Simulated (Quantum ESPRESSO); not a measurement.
# HfC (Fm-3m) in Quantum ESPRESSO: notebook, part 2 of 2

Quantum ESPRESSO 7.5.

## Step 3: Band structure, r2SCAN

pw.in reads:

```
&CONTROL
  calculation = 'scf'
  prefix = 'pwscf'
  outdir = './tmp'
  pseudo_dir = './pseudo'
  tprnfor = .true.
  tstress = .true.
  disk_io = 'low'
/
&SYSTEM
  ibrav = 0
  nat = 2
  ntyp = 2
  ecutwfc = 88
  nbnd = 22
  input_dft = 'r2scan'
  occupations = 'smearing'
  smearing = 'fd'
  degauss = 0.00367493
  nosym = .true.
/
&ELECTRONS
  conv_thr = 1d-08
  electron_maxstep = 120
  mixing_beta = 0.5
/
ATOMIC_SPECIES
Hf   178.4900 Hf_ONCV_PBE-1.2.upf
C     12.0110 C_ONCV_PBE-1.2.upf
CELL_PARAMETERS angstrom
   0.0000000000    2.3250000000    2.3250000000
   2.3250000000    0.0000000000    2.3250000000
   2.3250000000    2.3250000000    0.0000000000
ATOMIC_POSITIONS crystal
Hf     0.5000000000    0.5000000000    0.5000000000
C      0.0000000000    0.0000000000    0.0000000000
K_POINTS automatic
8 8 8 0 0 0
```

bands.in reads:

```
&CONTROL
  calculation = 'bands'
  prefix = 'pwscf'
  outdir = './tmp'
  pseudo_dir = './pseudo'
  disk_io = 'low'
  verbosity = 'high'
/
&SYSTEM
  ibrav = 0
  nat = 2
  ntyp = 2
  ecutwfc = 88
  nbnd = 22
  input_dft = 'r2scan'
  occupations = 'smearing'
  smearing = 'fd'
  degauss = 0.00367493
  nosym = .true.
/
&ELECTRONS
  conv_thr = 1d-08
  electron_maxstep = 120
  mixing_beta = 0.5
  diago_full_acc = .true.
  startingwfc = 'random'
/
ATOMIC_SPECIES
Hf   178.4900 Hf_ONCV_PBE-1.2.upf
C     12.0110 C_ONCV_PBE-1.2.upf
CELL_PARAMETERS angstrom
   0.0000000000    2.3250000000    2.3250000000
   2.3250000000    0.0000000000    2.3250000000
   2.3250000000    2.3250000000    0.0000000000
ATOMIC_POSITIONS crystal
Hf     0.5000000000    0.5000000000    0.5000000000
C      0.0000000000    0.0000000000    0.0000000000
K_POINTS crystal
60
 0.0000000000  0.0000000000  0.0000000000 1
 0.0625000000  0.0000000000  0.0625000000 1
 0.1250000000  0.0000000000  0.1250000000 1
 0.1875000000  0.0000000000  0.1875000000 1
 0.2500000000  0.0000000000  0.2500000000 1
 0.3125000000  0.0000000000  0.3125000000 1
 0.3750000000  0.0000000000  0.3750000000 1
 0.4375000000  0.0000000000  0.4375000000 1
 0.5000000000  0.0000000000  0.5000000000 1
 0.5000000000  0.0625000000  0.5625000000 1
 0.5000000000  0.1250000000  0.6250000000 1
 0.5000000000  0.1875000000  0.6875000000 1
 0.5000000000  0.2500000000  0.7500000000 1
 0.4375000000  0.3125000000  0.7500000000 1
 0.3750000000  0.3750000000  0.7500000000 1
 0.3375000000  0.3375000000  0.6750000000 1
 0.3000000000  0.3000000000  0.6000000000 1
 0.2625000000  0.2625000000  0.5250000000 1
 0.2250000000  0.2250000000  0.4500000000 1
 0.1875000000  0.1875000000  0.3750000000 1
 0.1500000000  0.1500000000  0.3000000000 1
 0.1125000000  0.1125000000  0.2250000000 1
 0.0750000000  0.0750000000  0.1500000000 1
 0.0375000000  0.0375000000  0.0750000000 1
 0.0000000000  0.0000000000  0.0000000000 1
 0.0625000000  0.0625000000  0.0625000000 1
 0.1250000000  0.1250000000  0.1250000000 1
 0.1875000000  0.1875000000  0.1875000000 1
 0.2500000000  0.2500000000  0.2500000000 1
 0.3125000000  0.3125000000  0.3125000000 1
 0.3750000000  0.3750000000  0.3750000000 1
 0.4375000000  0.4375000000  0.4375000000 1
 0.5000000000  0.5000000000  0.5000000000 1
 0.5250000000  0.4500000000  0.5250000000 1
 0.5500000000  0.4000000000  0.5500000000 1
 0.5750000000  0.3500000000  0.5750000000 1
 0.6000000000  0.3000000000  0.6000000000 1
 0.6250000000  0.2500000000  0.6250000000 1
 0.5833333333  0.2500000000  0.6666666667 1
 0.5416666667  0.2500000000  0.7083333333 1
 0.5000000000  0.2500000000  0.7500000000 1
 0.5000000000  0.2857142857  0.7142857143 1
 0.5000000000  0.3214285714  0.6785714286 1
 0.5000000000  0.3571428571  0.6428571429 1
 0.5000000000  0.3928571429  0.6071428571 1
 0.5000000000  0.4285714286  0.5714285714 1
 0.5000000000  0.4642857143  0.5357142857 1
 0.5000000000  0.5000000000  0.5000000000 1
 0.4821428571  0.4821428571  0.5357142857 1
 0.4642857143  0.4642857143  0.5714285714 1
 0.4464285714  0.4464285714  0.6071428571 1
 0.4285714286  0.4285714286  0.6428571429 1
 0.4107142857  0.4107142857  0.6785714286 1
 0.3928571429  0.3928571429  0.7142857143 1
 0.3750000000  0.3750000000  0.7500000000 1
 0.6250000000  0.2500000000  0.6250000000 1
 0.5937500000  0.1875000000  0.5937500000 1
 0.5625000000  0.1250000000  0.5625000000 1
 0.5312500000  0.0625000000  0.5312500000 1
 0.5000000000  0.0000000000  0.5000000000 1
```

Potentials or basis: SG15 PBE 1.2.

Run with:

```sh
OMP_NUM_THREADS=1 mpirun -n 2 pw.x -nk 2 -in pw.in > pw.out
OMP_NUM_THREADS=1 mpirun -n 2 pw.x -nk 2 -in bands.in > bands.out
```

It took 7.3 min on 2 MPI ranks of Arm Neoverse V2, shared host; peak memory 0.36 GiB.

The run converged. Its results:

```yaml
Free_energy: -6227.8369 eV
Pressure: -10.2 GPa
Band_gap_on_the_k_mesh: none (metal or under the smearing width)
```

Levels at the corners of the path, in eV from the Fermi level:
| point | band 12 | band 13 | band 14 | band 15 | band 16 | band 17 | band 18 | band 19 |
| --- | --- | --- | --- | --- | --- | --- | --- | --- |
| Γ | -10.42 | 1.22 | 1.22 | 1.22 | 1.43 | 1.43 | 1.43 | 3.36 |
| X | -10.42 | -2.77 | -1.68 | -0.03 | -0.03 | 5.20 | 6.56 | 6.56 |
| W | -10.03 | -3.00 | -2.82 | -2.82 | 3.84 | 3.84 | 6.57 | 7.35 |
| K | -10.09 | -3.55 | -2.88 | -1.70 | 1.78 | 5.70 | 6.22 | 8.30 |
| Γ | -10.42 | 1.22 | 1.22 | 1.22 | 1.43 | 1.43 | 1.43 | 3.36 |
| L | -9.05 | -6.20 | -3.11 | -3.11 | 5.26 | 5.26 | 5.93 | 7.15 |
| U | -10.09 | -3.55 | -2.88 | -1.70 | 1.78 | 5.70 | 6.22 | 8.30 |
| W | -10.03 | -3.00 | -2.82 | -2.82 | 3.84 | 3.84 | 6.57 | 7.35 |
| L | -9.05 | -6.20 | -3.11 | -3.11 | 5.26 | 5.26 | 5.93 | 7.15 |
| K | -10.09 | -3.55 | -2.88 | -1.70 | 1.78 | 5.70 | 6.22 | 8.30 |
| U | -10.09 | -3.55 | -2.88 | -1.70 | 1.78 | 5.70 | 6.22 | 8.30 |
| X | -10.42 | -2.77 | -1.68 | -0.03 | -0.03 | 5.20 | 6.56 | 6.56 |

Caveat: the potentials were made for another functional, which shifts forces and pressure; spin-orbit coupling is left out, which moves the levels of the heavy elements.

## Step 4: Single point, r2SCAN, 11.81 Å³/atom

Changes to pw.in since step 3:

```diff
@@ -7,3 +7,3 @@
   tstress = .true.
-  disk_io = 'low'
+  disk_io = 'nowf'
 /
@@ -20,2 +20,5 @@
   nosym = .true.
+  nr1 = 40
+  nr2 = 40
+  nr3 = 40
 /
@@ -30,5 +33,5 @@
 CELL_PARAMETERS angstrom
-   0.0000000000    2.3250000000    2.3250000000
-   2.3250000000    0.0000000000    2.3250000000
-   2.3250000000    2.3250000000    0.0000000000
+   0.0000000000    2.2775377028    2.2775377028
+   2.2775377028    0.0000000000    2.2775377028
+   2.2775377028    2.2775377028    0.0000000000
 ATOMIC_POSITIONS crystal
```

Run with:

```sh
OMP_NUM_THREADS=1 mpirun -n 2 pw.x -nk 2 -in pw.in > pw.out
```

Wall time 6.3 min (2 MPI ranks of Arm Neoverse V2, shared host); peak memory 0.34 GiB.

The run converged. Its results:

* Free energy: -6227.8656 eV
* Pressure: 4.8 GPa
* Band gap on the k mesh: none (metal or under the smearing width)

Caveat: the potentials were made for another functional, which shifts forces and pressure.

## Step 5: Single point, r2SCAN, 12.07 Å³/atom

Changes to pw.in since step 4:

```diff
@@ -33,5 +33,5 @@
 CELL_PARAMETERS angstrom
-   0.0000000000    2.2775377028    2.2775377028
-   2.2775377028    0.0000000000    2.2775377028
-   2.2775377028    2.2775377028    0.0000000000
+   0.0000000000    2.2935772291    2.2935772291
+   2.2935772291    0.0000000000    2.2935772291
+   2.2935772291    2.2935772291    0.0000000000
 ATOMIC_POSITIONS crystal
```

Run with:

```sh
OMP_NUM_THREADS=1 mpirun -n 2 pw.x -nk 2 -in pw.in > pw.out
```

It took 6.5 min on 2 MPI ranks of Arm Neoverse V2, shared host; peak memory 0.34 GiB.

Results (log left out):

```yaml
Free_energy: -6227.8719 eV
Pressure: -0.7 GPa
Band_gap_on_the_k_mesh: none (metal or under the smearing width)
```

Caveat: the potentials were made for another functional, which shifts forces and pressure.

## Step 6: Single point, r2SCAN, 12.32 Å³/atom

Changes to pw.in since step 5:

```diff
@@ -33,5 +33,5 @@
 CELL_PARAMETERS angstrom
-   0.0000000000    2.2935772291    2.2935772291
-   2.2935772291    0.0000000000    2.2935772291
-   2.2935772291    2.2935772291    0.0000000000
+   0.0000000000    2.3093955030    2.3093955030
+   2.3093955030    0.0000000000    2.3093955030
+   2.3093955030    2.3093955030    0.0000000000
 ATOMIC_POSITIONS crystal
```

Potentials or basis: SG15 PBE 1.2.

Run with:

```sh
OMP_NUM_THREADS=1 mpirun -n 2 pw.x -nk 2 -in pw.in > pw.out
```

Wall time 6.2 min (2 MPI ranks of Arm Neoverse V2, shared host); peak memory 0.34 GiB.

The run converged. Its results:

| Quantity | Value |
| --- | --- |
| Free energy | -6227.8618 eV |
| Pressure | -5.7 GPa |
| Band gap on the k mesh | none (metal or under the smearing width) |

Caveat: the potentials were made for another functional, which shifts forces and pressure.

## Step 7: Single point, r2SCAN, 12.57 Å³/atom

Changes to pw.in since step 6:

```diff
@@ -33,5 +33,5 @@
 CELL_PARAMETERS angstrom
-   0.0000000000    2.3093955030    2.3093955030
-   2.3093955030    0.0000000000    2.3093955030
-   2.3093955030    2.3093955030    0.0000000000
+   0.0000000000    2.3250000000    2.3250000000
+   2.3250000000    0.0000000000    2.3250000000
+   2.3250000000    2.3250000000    0.0000000000
 ATOMIC_POSITIONS crystal
```

Run with:

```sh
OMP_NUM_THREADS=1 mpirun -n 2 pw.x -nk 2 -in pw.in > pw.out
```

Run time: 6.1 min. Hardware: 2 MPI ranks of Arm Neoverse V2, shared host; peak memory 0.36 GiB.

The run converged. Its results:

- Free energy: -6227.8369 eV
- Pressure: -10.2 GPa
- Band gap on the k mesh: none (metal or under the smearing width)

Caveat: the potentials were made for another functional, which shifts forces and pressure.

## Step 8: Single point, r2SCAN, 12.82 Å³/atom

Changes to pw.in since step 7:

```diff
@@ -33,5 +33,5 @@
 CELL_PARAMETERS angstrom
-   0.0000000000    2.3250000000    2.3250000000
-   2.3250000000    0.0000000000    2.3250000000
-   2.3250000000    2.3250000000    0.0000000000
+   0.0000000000    2.3403977997    2.3403977997
+   2.3403977997    0.0000000000    2.3403977997
+   2.3403977997    2.3403977997    0.0000000000
 ATOMIC_POSITIONS crystal
```

Run with:

```sh
OMP_NUM_THREADS=1 mpirun -n 2 pw.x -nk 2 -in pw.in > pw.out
```

Run time: 6.1 min. Hardware: 2 MPI ranks of Arm Neoverse V2, shared host; peak memory 0.36 GiB.

Results (log left out):

| Property | Result |
| --- | --- |
| Free energy | -6227.7988 eV |
| Pressure | -14.2 GPa |
| Band gap on the k mesh | none (metal or under the smearing width) |

Caveat: the potentials were made for another functional, which shifts forces and pressure.

## Step 9: Single point, r2SCAN, 13.07 Å³/atom

Changes to pw.in since step 8:

```diff
@@ -33,5 +33,5 @@
 CELL_PARAMETERS angstrom
-   0.0000000000    2.3403977997    2.3403977997
-   2.3403977997    0.0000000000    2.3403977997
-   2.3403977997    2.3403977997    0.0000000000
+   0.0000000000    2.3555956139    2.3555956139
+   2.3555956139    0.0000000000    2.3555956139
+   2.3555956139    2.3555956139    0.0000000000
 ATOMIC_POSITIONS crystal
```

Potentials or basis: SG15 PBE 1.2.

Run with:

```sh
OMP_NUM_THREADS=1 mpirun -n 2 pw.x -nk 2 -in pw.in > pw.out
```

It took 6.6 min on 2 MPI ranks of Arm Neoverse V2, shared host; peak memory 0.36 GiB.

Results (log left out):

| Quantity | Value |
| --- | --- |
| Free energy | -6227.7486 eV |
| Pressure | -17.8 GPa |
| Band gap on the k mesh | none (metal or under the smearing width) |

Caveat: the potentials were made for another functional, which shifts forces and pressure.

## Step 10: Single point, r2SCAN, 13.32 Å³/atom

Changes to pw.in since step 9:

```diff
@@ -33,5 +33,5 @@
 CELL_PARAMETERS angstrom
-   0.0000000000    2.3555956139    2.3555956139
-   2.3555956139    0.0000000000    2.3555956139
-   2.3555956139    2.3555956139    0.0000000000
+   0.0000000000    2.3705998121    2.3705998121
+   2.3705998121    0.0000000000    2.3705998121
+   2.3705998121    2.3705998121    0.0000000000
 ATOMIC_POSITIONS crystal
```

Run with:

```sh
OMP_NUM_THREADS=1 mpirun -n 2 pw.x -nk 2 -in pw.in > pw.out
```

It took 6.6 min on 2 MPI ranks of Arm Neoverse V2, shared host; peak memory 0.36 GiB.

Results (log left out):

| Property | Result |
| --- | --- |
| Free energy | -6227.6875 eV |
| Pressure | -21.1 GPa |
| Band gap on the k mesh | none (metal or under the smearing width) |

Caveat: the potentials were made for another functional, which shifts forces and pressure.

## Step 11: Equation of state, r2SCAN

This step only gathers the single runs of the series.

Results:

```yaml
Equilibrium_volume: 12.03 Å³/atom
Bulk_modulus: 253 GPa
Pressure_derivative_of_the_bulk_modulus: 3.9
```

Energy against volume, from the lowest point:
| volume (Å³/atom) | energy (meV/atom) |
| --- | --- |
| 11.814 | 3.13 |
| 12.065 | 0.00 |
| 12.317 | 5.05 |
| 12.568 | 17.48 |
| 12.819 | 36.56 |
| 13.071 | 61.65 |
| 13.322 | 92.20 |

Caveat: the potentials were made for another functional, which shifts forces and pressure.

## Step 12: The runs side by side

```csv
task,level,potentials or basis,k mesh,cutoff (eV),form of the LDA correlation,SCF threshold,symmetry,gap on the mesh (eV),pressure (GPa)
band structure,LDA,GBRV 1.5 LDA,10 × 10 × 10,612,PZ81,4e-10 Ry,-,none,-11.5
band structure,r2SCAN,SG15 PBE 1.2,8 × 8 × 8,1197,-,1e-08 Ry,off,none,-10.2
equation of state,r2SCAN,SG15 PBE 1.2,8 × 8 × 8,1197,-,1e-08 Ry,off,-,-
```

Alike in all rows: no spin polarisation; cell as given; smearing fermi-dirac 0.05 eV.

Caveats: spin-orbit coupling is left out, which moves the levels of the heavy elements (some runs); the potentials were made for another functional, which shifts forces and pressure (some runs).

Total energies depend on the potentials used, so only differences within one code and one set of settings carry meaning.
